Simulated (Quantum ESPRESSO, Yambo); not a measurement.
# BN (Qingsongite): G0W0 with Yambo, start to end, part 3 of 3

Wanted: ground state, empty states, screening and self-energy for BN (Qingsongite).

Quantum ESPRESSO 7.5 and Yambo 5.3.0; PBE and many-body steps on it, plane waves. Known limits of the many-body steps: not at the basis limit.

So far. Step 3 (Bands along the symmetry lines): The gap is 4.535 eV, as in the run before at this level. Step 4 (Empty states on the mesh, 10×10×10 mesh, 143 bands): On this mesh the gap is 4.535 eV.

## (6) Screening and self-energy, 10×10×10 mesh, 143 bands, screening to 353.7 eV

G0W0 replaces the xc potential by the self-energy, built once from these orbitals. Only a window of levels is corrected, while the sums run over the empty bands that the input names.

This step: G0W0 on PBE, plane waves, norm-conserving pseudopotentials.

Contents of gw3.in:

```
HF_and_locXC
gw0
dyson
ppa
em1d
rim_cut
RandQpts= 1000000
RandGvec= 1 RL
EXXRLvcs= 72 Ry
VXCRLvcs= 288 Ry
Chimod= "HARTREE"
% BndsRnXp
 1 | 143 |
%
NGsBlkXp= 26 Ry
% LongDrXp
 1 | 1 | 1 |
%
% GbndRnge
 1 | 143 |
%
DysSolver= "n"
ExtendOut
PPAPntXp= 27.21138 eV
% QPkrange
 1 | 1 | 3 | 6 |
 31 | 31 | 3 | 6 |
%
```

The run is started by

```bash
> OMP_NUM_THREADS=1 mpirun -n 8 yambo -F gw3.in -J gw3 -C gw3 > gw3.log
```

Log:

```text
 Yambo, version 5.3.0

 [02] CORE Variables Setup
 =========================

  [... cell, symmetries and grids as in the set-up ...]

  [02.05] Energies & Occupations
  ==============================

  [X] === General ===
  [X] Electronic Temperature                        :  0.000000  0.000000 [eV K]
  [X] Bosonic    Temperature                        :  0.000000  0.000000 [eV K]
  [X] Finite Temperature mode                       : no
  [X] El. density                                   :  0.67737E+24 [cm-3]
  [X] Fermi Level                                   :  11.15554 [eV]

  [X] === Gaps and Widths ===
  [X] Conduction Band Min                           :  4.534824 [eV]
  [X] Valence Band Max                              :  0.000000 [eV]
  [X] Filled Bands                                  :   4
  [X] Empty Bands                                   :    5  143
  [X] Direct Gap                                    :  8.878136 [eV]
  [X] Direct Gap localized at k                     :  1
  [X] Indirect Gap                                  :  4.534824 [eV]
  [X] Indirect Gap between kpts                     :   1  31
  [X] Last valence band width                       :  6.366837 [eV]
  [X] 1st conduction band width                     :  6.090625 [eV]

 [03] Transferred momenta grid and indexing
 ==========================================

 IBZ Q-points                                      :   47
 BZ  Q-points                                      :  1000

 K/Q-points units:
 rlu = crystal or reduced units; cc = cartesian coordinates; iku = interal k-units

 Q [ 1]         [rlu]:  0.000000  0.000000  0.000000
 Q [ 2]         [rlu]: -0.95704E-17 -0.95704E-17  0.10000
 Q [ 3]         [rlu]: -0.16719E-16 -0.16719E-16  0.20000
 Q [ 4]         [rlu]:  0.86048E-18  0.86048E-18  0.30000
 Q [ 5]         [rlu]: -0.43125E-16 -0.43125E-16  0.40000
 Q [ 6]         [rlu]: -0.10686E-16 -0.10686E-16 -0.50000
 Q [ 7]         [rlu]: -0.86639E-17  0.10000      0.10000
 Q [ 8]         [rlu]: -0.10781E-16  0.10000      0.20000
 Q [ 9]         [rlu]: -0.16307E-17  0.10000      0.30000
 Q [10]         [rlu]:  0.86048E-18  0.10000      0.40000
     [... 35 further rows ...]
 Q [46]         [rlu]:  0.200000  0.400000 -0.300000
 Q [47]         [rlu]:  0.200000 -0.500000 -0.300000

 [04] Coloumb potential Random Integration (RIM)
 ===============================================

  [04.01] RIM initialization
  ==========================

  * Diagonal components only detected *

  8 x (sBL volume)        :  0.024898 [a.u.]
  sBZ random points       :  1000000
  Points outside the sBZ  :   7999624
  RL volume               :  3.112276 [a.u.]
  Integrated volume       :  3.112422 [a.u.]

  [04.02] RIM integrals
  =====================

  Gamma point sphere radius             :  0.052967 [a.u.]
  Points outside the sphere             :   799635
  [Int_sBZ(q=0) 1/q^2]*(Vol_sBZ)^(-1/3) =:  7.763403
                                 should be <:  7.795600

  Summary of Coulomb integrals for non-metallic bands |Q|[au] RIM/Bare

  Q [1] 0.100000E-4 0.995870 * Q [2] 0.159306 1.065375
  Q [7] 0.183951 1.063621 * Q [15] 0.260146 1.025346
  Q [8] 0.305049 1.019240 * Q [3] 0.318613 1.016906
  Q [16] 0.367902 1.013309 * Q [14] 0.400912 1.010248
  Q [32] 0.411327 1.010321 * Q [9] 0.450587 1.008591
  Q [17] 0.477919 1.007725 * Q [4] 0.477919 1.007625
  Q [22] 0.520293 1.006045 * Q [33] 0.544135 1.005893
  Q [23] 0.551854 1.005754 * Q [13] 0.551854 1.005323
  Q [36] 0.581705 1.005160 * Q [10] 0.603124 1.004832
  Q [18] 0.610097 1.004727 * Q [5] 0.637226 1.004356
[...]
Q [29] 0.837938 1.002514 * Q [35] 0.837938 1.002276
  Q [38] 0.842970 1.002505 * Q [42] 0.877391 1.002304
  Q [26] 0.915146 1.001909 * Q [31] 0.919756 1.002012
  Q [43] 0.919756 1.001892 * Q [44] 0.937971 1.001952
  Q [46] 0.951403 1.001765 * Q [30] 0.955839 1.001956
  Q [47] 0.990608 1.001767

 [05] Dipoles
 ============

  [05.01] Setup: observables and procedures
  =========================================

 [06] Dynamic Dielectric Matrix (PPA)
 ====================================

 [SLK-Inversion]  Pools        :  2
 [SLK-Inversion]  BLACS grid   :  2  2

 [WR./gw3//ndb.pp]---------------------------------------------------------------
  Brillouin Zone Q/K grids (IBZ/BZ)                :    47  1000    47  1000
  RL vectors                                       :  1211 [WF]
  Coulomb cutoff potential                         : none
  Electronic Temperature                           :  0.000000 [K]
  Bosonic    Temperature                           :  0.000000 [K]
  PPA    diel. fun.  energies                      : Perdew, Burke & Ernzerhof(X)+Perdew, Burke & Ernzerhof(C)
  wavefunctions                                    : Perdew, Burke & Ernzerhof(X)+Perdew, Burke & Ernzerhof(C)
  Global Gauge                                     : length
  X matrix size                                    :  181
  X band range                                     :    1  143
  X e/h energy range                               : -1.000000 -1.000000 [eV]
  X Time ordering                                  : R
  X Hxc Kernel                                     : HARTREE
  X Drude frequency                                :  0.000000  0.000000
  X poles                                          :  100.0000 [o/o]
  RL vectors in the sum                            :  1211
  [r,Vnl] included                                 : yes
  Field direction                                  :  0.577350E-5  0.577350E-5  0.577350E-5
  BZ energy Double Grid                            : no
  BZ energy DbGd points                            : 0
  BZ Q point size factor                           : -1.000000
  X Optical Averaged directions                    : none

 [07] Local Exchange-Correlation + Non-Local Fock
 ================================================

 [VXC] Plane waves :   6615
 [EXS] Plane waves :   893

 QP @ state[ 1 ] K range:  1  1
 QP @ state[ 1 ] b range:   3   6
 QP @ state[ 2 ] K range:  31  31
 QP @ state[ 2 ] b range:   3   6

 [xc] Functional : Perdew, Burke & Ernzerhof(X)+Perdew, Burke & Ernzerhof(C)
 [xc] LIBXC used to calculate xc functional
  PP Number of Atomic Species                      :  2
  NLCC RL compoments                               :   6615
  PP Number of Atomic Species                      :  2
  NLCC RL compoments                               :   6615

 [xc] E_xc :  -3.728768 [Ha]
      E_xc :  -7.457535 [Ry]

  Local XC kind (lXC) : Perdew, Burke & Ernzerhof(X)+Perdew, Burke & Ernzerhof(C)
  Non-Local XC kind (nlXC) : Hartree-Fock

  Corrections @ K [1] :  [eV]
 <3|nlXC|3> = -22.02077 -0.85936E-17 <3|lXC|3> = -18.51941 -0.75527E-15
 <4|nlXC|4> = -22.02078 -0.33345E-17 <4|lXC|4> = -18.51941  0.000000
 <5|nlXC|5> = -7.184726 -0.73215E-18 <5|lXC|5> = -13.77832 -0.18882E-15
 <6|nlXC|6> = -7.184727 -0.52443E-18 <6|lXC|6> = -13.77832  0.23602E-16

  Corrections @ K [31] :  [eV]
 <3|nlXC|3> = -21.61696 -0.90501E-18 <3|lXC|3> = -16.49611 -0.10031E-15
 <4|nlXC|4> = -21.61696  0.16424E-16 <4|lXC|4> = -16.49611 -0.10621E-15
 <5|nlXC|5> = -7.430741 -0.29971E-18 <5|lXC|5> = -12.57005  0.23602E-16
 <6|nlXC|6> = -6.801006 -0.27387E-18 <6|lXC|6> = -12.69606  0.28323E-15

 [08] Dyson equation: Newton solver
 ==================================

  [08.01] G0W0 (W PPA)
  ====================

  [  GW  ] Bands range     :    1  143
  [GW/PPA] G damping       :  0.100000 [eV]

  QP @ state[ 1 ] K range:  1  1
  QP @ state[ 1 ] b range:   3   6
  QP @ state[ 2 ] K range:  31  31
  QP @ state[ 2 ] b range:   3   6

   Sc/G bands                                       :    1  143
   Sc/G damping                                     :  0.100000 ev
   Sc bands terminator                              : no
   Sx RL components                                 :   893

   QP @ state[ 1 ] K range                          :  1  1
   QP @ state[ 1 ] b range                          :   3   6
   QP @ state[ 2 ] K range                          :  31  31
   QP @ state[ 2 ] b range                          :   3   6
   GF energies kind                                 : Perdew, Burke & Ernzerhof(X)+Perdew, Burke & Ernzerhof(C)
   GF WF`s kind                                     : Perdew, Burke & Ernzerhof(X)+Perdew, Burke & Ernzerhof(C)
   Xs energies kind                                 : Perdew, Burke & Ernzerhof(X)+Perdew, Burke & Ernzerhof(C)
   Xs WF`s kind                                     : Perdew, Burke & Ernzerhof(X)+Perdew, Burke & Ernzerhof(C)

 [11] Game Over & Game summary
```

Wall time 11 min (8 MPI ranks of Arm Neoverse V1, shared host); peak memory 3.4 GiB.

Numbers from this step:

```yaml
g0w0_gap_on_the_points_computed: 6.088 eV
starting_gap_on_the_mesh: 4.535 eV
k_of_the_valence_top: 0, 0, 0
k_of_the_conduction_bottom: 0, -0.5, -0.5
least_direct_g0w0_gap_on_the_computed_points: 10.99 eV
z_at_the_valence_top: 0.8256
z_at_the_conduction_bottom: 0.8532
```

The gap on the mesh goes from 4.53 eV to 6.09 eV, a correction of +1.55 eV.

Limits: finite bands, cutoff and mesh. v1 is the top filled band, c1 the lowest empty one. Levels before and after the correction, in eV, zero at the valence-band top of each column:

|  | conduction bottom | valence top |
| --- | --- | --- |
| Kohn-Sham | 4.53 | 0.00 |
| G0W0 | 6.09 | 0.00 |

|  | level | energy (eV) |
| --- | --- | --- |
| Kohn-Sham | Γ v2-v1 | 0.000 |
| Kohn-Sham | Γ c1-c2 | 8.878 |
| Kohn-Sham | (0 -0.5 -0.5) v2-v1 | -4.907 |
| Kohn-Sham | (0 -0.5 -0.5) c1 | 4.535 |
| Kohn-Sham | (0 -0.5 -0.5) c2 | 9.342 |
| G0W0 | Γ v2-v1 | 0.000 |
| G0W0 | Γ c1-c2 | 10.993 |
| G0W0 | (0 -0.5 -0.5) v2-v1 | -5.340 |
| G0W0 | (0 -0.5 -0.5) c1 | 6.088 |
| G0W0 | (0 -0.5 -0.5) c2 | 11.021 |

## (7) Where the time went

Times are wall times on the hardware named with each run, good to a factor of about two.

```csv
step,time,share,memory (GiB)
ground state,1.6 s,0 %,0.05
bands along the symmetry lines,1.2 s,0 %,0.05
empty states on the mesh,12 s,2 %,0.39
conversion and set-up,2.3 s,0 %,0.24
screening and self-energy,11 min,97 %,3.4
```

## (8) Outcome

| Quantity | Value |
| --- | --- |
| PBE gap | 4.53 eV, indirect |
| G0W0 gap on the mesh | 6.09 eV |
| GW settings | 10×10×10 mesh, 143 bands, screening to 353.7 eV, Godby-Needs plasmon pole |
| known limits | not at the basis limit |

G0W0 moves the gap on the mesh from 4.53 eV to 6.09 eV (+1.55 eV), with Z of 0.83 and 0.85 at the edges. Only 2 of the mesh's irreducible points were corrected, so a valley elsewhere could overtake. The dearest step here is «screening and self-energy». Bands and cutoff are finite, so the gap is not at the basis limit. The miss can reach some tenths of an eV and take either sign; the mesh is an error of its own. In the G0W0 run levels were corrected at 2 k points alone, so a gap called «on the mesh» is the least over those, and an edge elsewhere would be missed.

[Paths, hosts, dates, memory and timing lines, banners, echoed tables and standing remarks are left out of the program output.]

[Logs are printed without paths, hosts, clocks, repeated set-up lines and the standing remarks that a program may print on its own settings, such as how far it seeks lower states.]

[Runs of the session that timed out or met a known fault of the program may be left out.]

[Hosts, paths, dates, database ids (printed as entryN), source tags and the programs' standing remarks are cut or masked in the printed files.]
